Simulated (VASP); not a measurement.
# TiO2 (P1) in VASP: notebook, part 2 of 2

VASP 6.6.1. Earlier steps stand in the parts before.

## 4. Relaxation of cell and atoms, PBEsol+rVV10

Contents of INCAR:

```
SYSTEM = TiO2
PREC     = Accurate       ! precision mode
ENCUT    = 600            ! plane-wave cutoff, eV
EDIFF    = 1E-6           ! SCF threshold, eV
ISMEAR   = -1             ! smearing method
SIGMA    = 0.05           ! smearing width, eV
LREAL    = .FALSE.        ! projectors in reciprocal space
LASPH    = .TRUE.         ! aspherical terms in the spheres
NELM     = 80             ! most SCF steps
ALGO     = Normal         ! electronic algorithm
ISIF     = 3              ! what is computed and relaxed
LWAVE    = .FALSE.        ! write WAVECAR
LCHARG   = .FALSE.        ! write CHGCAR
GGA      = PS             ! functional
LUSE_VDW = .TRUE.       
IVDW_NL  = 2            
BPARAM   = 20.0         
CPARAM   = 0.0093       
IBRION   = 2              ! ionic algorithm
NSW      = 40             ! ionic steps
EDIFFG   = -0.01          ! ionic threshold
```

Contents of KPOINTS:

```
regular mesh
0
G
  7 5 3
  0 0 0
```

Contents of POSCAR:

```
TiO2
1.0
    2.9682645463      0.0000000000      0.0000000000
    0.0002080834      4.7076067549      0.0000000000
    1.4835696211      0.2423534620      7.0834647979
Ti O
3 6
Direct
    0.0033718700      0.0003888100      0.0007031900
    0.3446402100      0.4802596500      0.3169598700
    0.6617081400      0.5204743600      0.6844963600
    0.4400381600      0.1854376900      0.1285388000
    0.7779263400      0.2977287500      0.4518780700
    0.1012362400      0.3089534200      0.8062432200
    0.9064972100      0.6918369900      0.1951715700
    0.2294071500      0.7030072800      0.5495147300
    0.5680256700      0.8153000600      0.8728271800
```

The run is started by

```console
$ cat potpaw_PBE.64/Ti_sv/POTCAR potpaw_PBE.64/O/POTCAR > POTCAR
$ mpirun -np 1 vasp_std > vasp.out
```

Run time: 33 min. Hardware: 1 thread of Intel Xeon Platinum 8488C (Sapphire Rapids), shared host; peak memory 0.57 GiB.

The run converged. Its results:

```
Free energy                            : -83.0378 eV
Relaxed volume                         : 10.84 Å³/atom
Relaxed cell                           : a = 2.948 Å, b = 4.691 Å, c = 7.211 Å, α = 88.27°, β = 78.20°, γ = 90.00°
Space group after relaxing (to 0.05 Å) : C2/m (No. 12)
Energy gained by relaxing              : 1.7 meV/atom
Ionic steps                            : 19
Pressure after relaxing                : 0.0 GPa
Largest force after relaxing           : 0.010 eV/Å
Band gap on the k mesh                 : 2.29 eV, indirect (least direct gap 2.31 eV)
```

Forces in eV/Å, atoms in the order of the input:
```
Ti   0.000  0.000  0.000
Ti   0.000  0.002  0.009
Ti  -0.001 -0.001 -0.009
O    0.000  0.006 -0.007
O    0.000  0.008 -0.001
O    0.000 -0.004 -0.007
O    0.000  0.004  0.007
O    0.000 -0.008  0.001
O    0.000 -0.005  0.007
```

Stress tensor (GPa, compression positive):
```
 0.04  0.00  0.00
 0.00 -0.01 -0.03
 0.00 -0.03 -0.09
```

Step by step:
```csv
step,energy change (eV),largest force (eV/Å),pressure (GPa),volume (Å³)
1,0.0000,0.1400,-3.00,98.98
2,0.0146,0.4791,4.54,96.05
3,-0.0129,0.1243,-0.06,97.78
4,-0.0143,0.0638,0.00,97.64
5,-0.0143,0.0818,0.00,97.61
6,-0.0145,0.0483,0.02,97.57
7,-0.0146,0.0285,0.04,97.58
8,-0.0147,0.0134,-0.04,97.60
9,-0.0147,0.0108,-0.10,97.61
10,-0.0148,0.0159,0.08,97.53
11,-0.0148,0.0124,0.05,97.56
12,-0.0148,0.0112,0.01,97.56
13,-0.0148,0.0116,0.01,97.56
14,-0.0148,0.0120,0.01,97.56
15,-0.0148,0.0122,0.02,97.56
16,-0.0148,0.0104,0.00,97.56
17,-0.0148,0.0134,-0.01,97.57
18,-0.0148,0.0106,-0.01,97.56
19,-0.0149,0.0096,-0.02,97.56
```

Final structure:
```xyz
9
Lattice="2.9481 -0.0001 0.0001 0.0001 4.6909 -0.0079 1.4738 0.2295 7.0546" Properties=species:S:1:pos:R:3 pbc="T T T"
Ti    0.0115    0.0019    0.0049
Ti    1.4857    2.3342    2.2370
Ti    2.9602    2.5900    4.8197
O     1.4858    0.9003    0.9089
O     2.9598    1.4938    3.1852
O     1.4857    1.6295    5.6815
O     2.9599    3.2948    1.3753
O     1.4858    3.4304    3.8715
O     2.9597    4.0239    6.1478
```

Levels at points of the mesh, in eV from the valence-band top:
| k point | band 34 | band 35 | band 36 | band 37 | band 38 | band 39 |
| --- | --- | --- | --- | --- | --- | --- |
| (0.00, 0.00, 0.00) | -0.33 | -0.25 | -0.02 | 2.29 | 2.71 | 2.82 |

Caveat: the PAW data sets were made with another functional, which shifts forces and pressure a little; an odd mesh through Γ misses points on the zone boundary, where band edges often lie.

## 5. Relaxation of cell and atoms, RPBE+D3

Contents of INCAR:

```
ALGO = Fast
EDIFF = 1E-6
EDIFFG = -0.02
ENCUT = 600
GGA = RP
IBRION = 2
ISIF = 3
ISMEAR = -1
IVDW = 11
LASPH = True
LCHARG = False
LREAL = False
LWAVE = False
NELM = 80
NSW = 60
PREC = Accurate
SIGMA = 0.05
```

Contents of KPOINTS:

```
k-points
0
Gamma
  7 5 3
```

POSCAR is that of step 4.

The run is started by

```console
$ cat potpaw_PBE.64/Ti_sv/POTCAR potpaw_PBE.64/O/POTCAR > POTCAR
$ mpirun -np 1 vasp_std > vasp.out
```

Wall time 33 min (1 thread of Intel Xeon Platinum 8488C (Sapphire Rapids), shared host); peak memory 0.4 GiB.

The run converged. Its results:

```
Free energy                            : -79.1007 eV
Relaxed volume                         : 11.17 Å³/atom
Relaxed cell                           : a = 2.982 Å, b = 4.710 Å, c = 7.314 Å, α = 87.98°, β = 78.24°, γ = 90.00°
Space group after relaxing (to 0.05 Å) : C2/m (No. 12)
Energy gained by relaxing              : 3.5 meV/atom
Ionic steps                            : 14
Pressure after relaxing                : 0.1 GPa
Largest force after relaxing           : 0.019 eV/Å
Band gap on the k mesh                 : 2.24 eV, indirect (least direct gap 2.25 eV)
Dispersion energy per atom             : -0.270 eV
```

Forces on the atoms (eV/Å):
```
Ti  -0.001  0.000  0.000
Ti   0.001 -0.010 -0.009
Ti   0.001  0.010  0.008
O    0.000 -0.002 -0.019
O   -0.001 -0.009 -0.003
O    0.001 -0.010  0.003
O   -0.001  0.010 -0.003
O    0.000  0.009  0.003
O    0.001  0.001  0.019
```

Stress tensor (GPa, compression positive):
```
0.00 0.00 0.00
0.00 0.08 0.03
0.00 0.03 0.11
```

The path:
| step | energy change (eV) | largest force (eV/Å) | pressure (GPa) | volume (Å³) |
| --- | --- | --- | --- | --- |
| 1 | 0.0000 | 0.4392 | 4.35 | 98.98 |
| 2 | 0.0226 | 0.5087 | -5.46 | 103.32 |
| 3 | -0.0287 | 0.1271 | -0.15 | 100.80 |
| 4 | -0.0287 | 0.1226 | 0.01 | 100.77 |
| 5 | -0.0299 | 0.0672 | 0.00 | 100.79 |
| 6 | -0.0300 | 0.0707 | 0.00 | 100.80 |
| 7 | -0.0307 | 0.0325 | -0.11 | 100.82 |
| 8 | -0.0307 | 0.0337 | -0.12 | 100.82 |
| 9 | -0.0311 | 0.0216 | -0.02 | 100.72 |
| 10 | -0.0312 | 0.0365 | 0.07 | 100.63 |
| 11 | -0.0312 | 0.0453 | 0.10 | 100.61 |
| 12 | -0.0315 | 0.0285 | -0.07 | 100.62 |
| 13 | -0.0315 | 0.0244 | -0.13 | 100.62 |
| 14 | -0.0316 | 0.0195 | 0.07 | 100.50 |

Final structure:
```cif
data_structure
_symmetry_space_group_name_H-M 'P 1'
_symmetry_Int_Tables_number 1
_cell_length_a 2.9819
_cell_length_b 4.7098
_cell_length_c 7.3139
_cell_angle_alpha 87.982
_cell_angle_beta 78.240
_cell_angle_gamma 89.998
_cell_volume 100.50
loop_
_atom_site_label
_atom_site_type_symbol
_atom_site_fract_x
_atom_site_fract_y
_atom_site_fract_z
_atom_site_occupancy
Ti1 Ti 0.00326 0.00037 0.00071 1
Ti2 Ti 0.34399 0.47957 0.31865 1
Ti3 Ti 0.66266 0.52119 0.68276 1
O1 O 0.43993 0.18627 0.12853 1
O2 O 0.77763 0.29343 0.45319 1
O3 O 0.10178 0.30878 0.80468 1
O4 O 0.90589 0.69197 0.19672 1
O5 O 0.22997 0.70733 0.54821 1
O6 O 0.56773 0.81448 0.87288 1
```

Levels at points of the mesh, in eV from the valence-band top:
| k point | band 32 | band 33 | band 34 | band 35 | band 36 | band 37 | band 38 | band 39 | band 40 | band 41 |
| --- | --- | --- | --- | --- | --- | --- | --- | --- | --- | --- |
| (0.00, 0.00, 0.00) | -0.84 | -0.44 | -0.34 | -0.25 | -0.01 | 2.24 | 2.63 | 2.76 | 2.85 | 3.07 |

Caveat: the PAW data sets were made with another functional, which shifts forces and pressure a little; an odd mesh through Γ misses points on the zone boundary, where band edges often lie.

## 6. Summary

```csv
task,level,cell,cutoff (eV),smearing,gap on the mesh (eV),pressure (GPa),relaxed volume (Å³/atom),largest force (eV/Å)
atomic charges,PBEsol,as given,520,gaussian 0.02 eV,2.24,-2.2,-,0.15
electron localisation function,PBEsol,as given,520,gaussian 0.02 eV,2.24,-2.2,-,0.15
relaxation of cell and atoms,PBEsol+rVV10,relaxed,600,fermi-dirac 0.05 eV,2.29,0.0,10.84,0.01
relaxation of cell and atoms,RPBE+D3,relaxed,600,fermi-dirac 0.05 eV,2.24,0.1,11.17,0.02
```

Alike in all rows: potentials or basis VASP PAW PBE potentials, release 64 (Ti_sv, O); no spin polarisation; k mesh 7 × 5 × 3.

Caveats: the PAW data sets were made with another functional, which shifts forces and pressure a little; an odd mesh through Γ misses points on the zone boundary, where band edges often lie.

Total energies depend on the potentials used, so only differences within one code and one set of settings carry meaning.
